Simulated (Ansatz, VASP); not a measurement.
## One calculation of Nb, two programs

```
Nb
1.0
     0.00000    2.10080    2.10080
     2.10080    0.00000    2.10080
     2.10080    2.10080    0.00000
Nb
1
Direct
  0.00000 0.00000 0.00000
```

Change from the starting cell: volume scaled by 0.98.

Alike in both runs: task single point; functional PBEsol; k mesh 13 × 13 × 13; occupations fermi-dirac, width 0.08 eV; no spin polarisation.

|  | VASP | Ansatz |
| --- | --- | --- |
| version | VASP 6.6.1 | Ansatz 0.2.0 |
| potentials or method | VASP PAW PBE potentials, release 64 (Nb_sv), cutoff 520 eV | all-electron LAPW, scalar-relativistic |

|  | VASP | Ansatz | Ansatz less VASP |
| --- | --- | --- | --- |
| pressure (GPa) | -3.8 | -3.5 | +0.30 |

Ansatz ran all-electron here, so the differences hold the error of VASP's frozen core and of both bases.

Caveats: the PAW data sets were made with another functional, which shifts forces and pressure a little (VASP).
